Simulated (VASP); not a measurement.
**Si: relaxation of cell and atoms with r2SCAN**

The system is Si.

```xyz
2
Lattice="0.0000 2.7219 2.7219 2.7219 0.0000 2.7219 2.7219 2.7219 0.0000" Properties=species:S:1:pos:R:3 pbc="T T T"
Si    2.7219    2.7219    2.7219
Si    4.0828    4.0828    4.0828
```

```
Program                : VASP 6.6.1
Task                   : relaxation of cell and atoms
Functional             : r2SCAN
Potentials or basis    : VASP PAW PBE potentials, release 64 (Si)
Cutoff                 : 600 eV
k mesh                 : 8 × 8 × 8
Occupations            : fermi-dirac, width 0.05 eV
Spin                   : no spin polarisation
Further INCAR settings : ALGO = Normal; EDIFF = 1e-06; IBRION = 2; EDIFFG = -0.005; NSW = 40; ISIF = 3
```

- Relaxed volume: 20.12 Å³/atom
- Relaxed cell: a = 3.847 Å, b = 3.847 Å, c = 3.847 Å, α = 60.00°, β = 60.00°, γ = 60.00°
- Space group after relaxing (to 0.05 Å): Fd-3m (No. 227)
- Energy gained by relaxing: 0.0 meV/atom
- Ionic steps: 3
- Pressure after relaxing: 0.0 GPa
- Band gap on the k mesh: 0.82 eV, indirect (least direct gap 2.76 eV)

Final structure:
```
CELL_PARAMETERS angstrom
0.00000 2.71990 2.71990
2.71990 0.00000 2.71990
2.71990 2.71990 0.00000
ATOMIC_POSITIONS crystal
Si 0.50000 0.50000 0.50000
Si 0.75000 0.75000 0.75000
```

Levels at points of the mesh, in eV from the valence-band top:
```csv
k point,band 2,band 3,band 4,band 5,band 6,band 7
"(0.00, 0.00, 0.00)",0.00,0.00,0.00,2.76,2.76,2.76
"(0.50, 0.00, 0.00)",-7.24,-1.27,-1.27,1.87,3.59,3.59
"(0.50, 0.50, 0.00)",-8.14,-3.00,-3.00,0.93,0.93,10.84
```

Run time: 72 s on 1 thread of Intel(R) Xeon(R) Platinum 8259CL CPU @ 2.50GHz (Skylake/Cascade Lake), with other jobs on the host, peak memory 0.18 GiB.

Caveat: the PAW data sets were made with another functional, which shifts forces and pressure a little. r2SCAN opens gaps a little over a GGA but as a rule still falls short of measured ones.
